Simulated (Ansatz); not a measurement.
Lattice vibrations of MgS at Γ

Theory: DFT PBE, scalar-relativistic, plane waves, PAW in Ansatz 0.2.0. Settings: 420 eV plane-wave cutoff, Γ-centred 4×4×4 mesh, fixed occupations. No spin polarisation. Phonons by linear response, acoustic sum rule imposed.

Equilibrium structure at this level:
```xyz
12
Lattice="6.9852 0.0000 0.0000 0.0000 6.9852 0.0000 0.0000 0.0000 6.9852" Properties=species:S:1:pos:R:3 pbc="T T T"
Mg    3.4926    0.0000    5.2389
Mg    5.2389    3.4926    0.0000
Mg    0.0000    5.2389    3.4926
Mg    3.4926    0.0000    1.7463
Mg    1.7463    3.4926    0.0000
Mg    0.0000    1.7463    3.4926
S     0.0000    3.4926    5.2389
S     5.2389    0.0000    3.4926
S     3.4926    5.2389    0.0000
S     0.0000    3.4926    1.7463
S     1.7463    0.0000    3.4926
S     3.4926    1.7463    0.0000
```

The structure comes from a generated guess, relaxed at this level; another structure or a mixture of phases may lie lower. The run warned that its linear response isn't converged on this k mesh, so dielectric tensors, Born charges and infrared intensities are rough, and the frequencies may be too.

Optical modes at Γ (transverse, no macroscopic field):
| frequency (cm⁻¹) | degeneracy | IR intensity of the level ((D/Å)²/amu) |
| --- | --- | --- |
| 91 | 3 | 0.00 |
| 105 | 3 | 0.39 |
| 132 | 3 | 0.00 |
| 195 | 1 | 0.00 |
| 226 | 3 | 0.00 |
| 261 | 3 | 0.00 |
| 268 | 3 | 0.00 |
| 295 | 2 | 0.00 |
| 298 | 3 | 0.00 |
| 319 | 3 | 23.67 |
| 337 | 3 | 78.12 |
| 407 | 1 | 0.00 |
| 413 | 2 | 0.00 |

All 33 optical modes at Γ are real: no displacement of atoms at fixed cell lowers the energy to second order. Strains and modes at other wave vectors aren't tested by this run.

| Quantity | Value |
| --- | --- |
| Electronic dielectric constant ε∞ (principal values) | 3.34 |
| Static dielectric constant ε0 (principal values) | 5.3 |
| Refractive index √ε∞, mean | 1.83 |
| Kohn–Sham gap on the mesh | 3.05 eV |
| Cost | 15 min on 1 thread of Arm Neoverse V1, on a shared host, peak memory 2.1 GiB |

Born effective charges (e):
```json
{"atom": "Mg (atom 1)", "Z*xx": "1.57", "Z*yy": "1.57", "Z*zz": "2.28", "mean": "1.81"}
{"atom": "S (atom 7)", "Z*xx": "-1.53", "Z*yy": "-1.53", "Z*zz": "-2.37", "mean": "-1.81"}
```
